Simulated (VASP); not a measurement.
**ZnSe (Stilleite): elastic constants with LDA**

**What was measured.**

From a printed reference work, textbook, for a bulk crystal of ZnSe: high-frequency dielectric constant 5.9.

The system is ZnSe (Stilleite).

```
CELL_PARAMETERS angstrom
0.00000 2.78827 2.78827
2.78827 0.00000 2.78827
2.78827 2.78827 0.00000
ATOMIC_POSITIONS crystal
Zn 0.00000 0.00000 0.00000
Se 0.25000 0.25000 0.25000
```

- Program: VASP 6.6.1
- Task: elastic constants
- Functional: LDA
- Potentials or basis: VASP PAW LDA potentials, release 64 (Zn, Se)
- Cutoff: 600 eV
- k mesh: 14 × 14 × 14
- Occupations: gaussian, width 0.03 eV
- Spin: no spin polarisation
- Monkhorst-Pack mesh: yes
- Ions in elastic constants: relaxed
- Further INCAR settings: ALGO = Normal; EDIFF = 1e-08; IBRION = 6; POTIM = 0.015; NSW = 1; ISIF = 3

```yaml
Electronic_dielectric_tensor_diagonal: 7.43
Born_charges_mean_of_the_diagonal: Zn +1.97; Se -1.97 e
Elastic_constants_C11_C12_C44: 97, 59, 43 GPa
Voigt_bulk_modulus: 72 GPa
Highest_phonon_frequency_at_Γ_LO-TO_splitting_left_out: 218 cm⁻¹
```

Phonon frequencies in cm⁻¹ (negative: imaginary):
| q point | frequencies |
| --- | --- |
| (0.000, 0.000, 0.000) | 0 0 0 218 218 218 |

Elastic tensor in Voigt notation (GPa, in the Cartesian axes of the cell as first typed):
```
97 59 59  0  0  0
59 97 59  0  0  0
59 59 97  0  0  0
 0  0  0 43  0  0
 0  0  0  0 43  0
 0  0  0  0  0 43
```

Electronic dielectric tensor:
```
7.43 0.00 0.00
0.00 7.43 0.00
0.00 0.00 7.43
```

Born effective charge tensors (e):
atom 1, Zn
```
1.97 0.00 0.00
0.00 1.97 0.00
0.00 0.00 1.97
```
atom 2, Se
```
-1.97  0.00  0.00
 0.00 -1.97  0.00
 0.00  0.00 -1.97
```

Clamped-ion elastic tensor (GPa):
```
97 59 59  0  0  0
59 97 59  0  0  0
59 59 97  0  0  0
 0  0  0 66  0  0
 0  0  0  0 66  0
 0  0  0  0  0 66
```

It took 95 min on 1 thread of AMD EPYC 9R45 (Zen 5), on a shared host, peak memory 2.1 GiB.

Against the measured high-frequency dielectric constant of ZnSe, 5.9 (a printed reference work, textbook), the calculated 7.43 is off by +26.0 %.
